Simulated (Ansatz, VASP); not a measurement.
## Sb: VASP beside Ansatz

```xyz
4
Lattice="4.4973 0.0000 0.0000 0.0000 4.3914 0.0000 -1.3117 0.0000 6.3216" Properties=species:S:1:pos:R:3 pbc="T T T"
Sb    0.6320    1.0979    4.3219
Sb    3.2119    3.2936    4.8219
Sb   -0.0262    1.0979    1.4998
Sb    2.5536    3.2936    1.9997
```

Change from the starting cell: volume scaled by 0.98.

Alike in both runs: task single point; functional PBE; k mesh 6 × 6 × 4; occupations fermi-dirac, width 0.05 eV; no spin polarisation.

|  | VASP | Ansatz |
| --- | --- | --- |
| version | VASP 6.6.1 | Ansatz 0.2.0 |
| potentials or method | VASP PAW PBE potentials, release 64 (Sb) | Ansatz PAW |
| plane-wave cutoff (eV) | 520 | 420 |
| valence electrons in the cell | 20 | 60 |

Ansatz gave:

```
gap on the k mesh at the Fermi level (eV)       : none
pressure (GPa)                                  : 1.1
largest component of the traceless stress (GPa) : 0.40
rms of the force components (eV/Å)              : 0.103
```

Question: Estimate VASP's values.

Answer: gap on the k mesh at the Fermi level (eV): none; pressure (GPa): 1.2; largest component of the traceless stress (GPa): 0.43; rms of the force components (eV/Å): 0.117.

Atom by atom the forces differ by 0.021 eV/Å (rms over components). A gap of «none» marks a metal or a gap that the smearing closes. The two sets of potentials don't hold the same shells in valence.

The runs have no spin-orbit coupling, so splittings on Sb are missing.
